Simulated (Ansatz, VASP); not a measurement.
This is a calculation of Si2Mo for VASP 6.6.1. 

INCAR

```
SYSTEM = Si2Mo
PREC = Accurate
ENCUT = 520
EDIFF = 1E-7
ISMEAR = -1
SIGMA = 0.05
LREAL = .False.
LASPH = .True.
NELM = 80
ALGO = Normal
ISIF = 2
LWAVE = .False.
LCHARG = .False.
GGA = PS
NBANDS = 18
```

Contents of KPOINTS:

```
regular mesh
0
Gamma
  12 12 12
  0 0 0
```

File POSCAR:

```
Si2Mo
1.0
   -1.6000000000      1.6000000000      3.9305000000
    1.6000000000     -1.6000000000      3.9305000000
    1.6000000000      1.6000000000     -3.9305000000
Mo Si
1 2
Direct
    0.0000000000      0.0000000000      0.0000000000
    0.6670000000      0.6670000000      0.0000000000
    0.3330000000      0.3330000000      0.0000000000
```

Potentials or basis: VASP PAW PBE potentials, release 64 (Mo_sv, Si).

Run with:

```console
$ cat potpaw_PBE.64/Mo_sv/POTCAR potpaw_PBE.64/Si/POTCAR > POTCAR
$ mpirun -np 1 vasp_std > vasp.out
```

Translate it to Ansatz 0.2.0. Potentials or basis there: Ansatz PAW, cutoff 420 eV.

As run (cutoffs and basis follow the program's own potentials, and thresholds, step limits or extra output files can differ):

The input input.yaml:

```yaml
crystal:
  lattice:
    - [-1.6, 1.6, 3.9305]
    - [1.6, -1.6, 3.9305]
    - [1.6, 1.6, -3.9305]
  atoms:
    - { symbol: Mo, position: [0.0, 0.0, 0.0] }
    - { symbol: Si, position: [0.667, 0.667, 0.0] }
    - { symbol: Si, position: [0.333, 0.333, 0.0] }
hamiltonian:
  xc: pbesol
  pseudopotentials: { kind: paw }
kpoints:
  mp_grid: { grid: [12, 12, 12] }
scf:
  occupations: { method: fermi_dirac, width: 0.05 }
output:
  forces: true
  stress: true
  eigenvalues: true
  write_density: true
  write_potential: true
  elf: true
  volumetric_format: npy
```

Potentials or basis: Ansatz PAW.

Command:

```sh
$ ansatz run input.yaml --threads 1 --pin off --max-ram 3584MiB --backend cpu --events-out ev --progress --plain --runs-dir out
```

Both were run:

|  | VASP | Ansatz |
| --- | --- | --- |
| Pressure | -2.4 GPa | -2.7 GPa |
| Largest force | 0.322 eV/Å | 0.327 eV/Å |

Ansatz's pressure holds a Pulay term of +0.03 GPa for its cutoff of 420 eV, which the other run lacks.

VASP's potentials were made for PBE. Ansatz's potentials were made for PBE.

Where Ansatz's input types no cutoff or centring, it takes its own default and a Γ-centred mesh.

Pressure is positive in compression.
